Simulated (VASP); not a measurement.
A run of VASP 6.6.1 is set up as follows.

The input INCAR:

```
SYSTEM = Si
  ALGO = Normal
  EDIFF = 1E-6
  ENCUT = 520
  GGA = PE
  ISIF = 2
  ISMEAR = 0
  LASPH = .TRUE.
  LCHARG = .TRUE.
  LELF = .TRUE.
  LREAL = .FALSE.
  LVHAR = .TRUE.
  LWAVE = .FALSE.
  NBANDS = 11
  NELM = 100
  PREC = Accurate
  SIGMA = 0.1
```

KPOINTS

```
k-points
0
G
  6 6 6
  0 0 0
```

POSCAR

```
Si
1.0
    0.0000000000      2.7200000000      2.7200000000
    2.7200000000      0.0000000000      2.7200000000
    2.7200000000      2.7200000000      0.0000000000
Si
2
Direct
    0.0000000000      0.0000000000      0.0000000000
    0.2500000000      0.2500000000      0.2500000000
```

Potentials or basis: VASP PAW PBE potentials, release 64 (Si).

Run with:

```console
$ cat potpaw_PBE.64/Si/POTCAR > POTCAR
$ mpirun -np 1 vasp_std > vasp.out
```

Q: Predict the band gap on the k mesh.

A: 0.72 eV, indirect (least direct gap 2.56 eV).

Q: What does it give for the pressure?

A: 1.5 GPa.

A k mesh can miss the band edges.
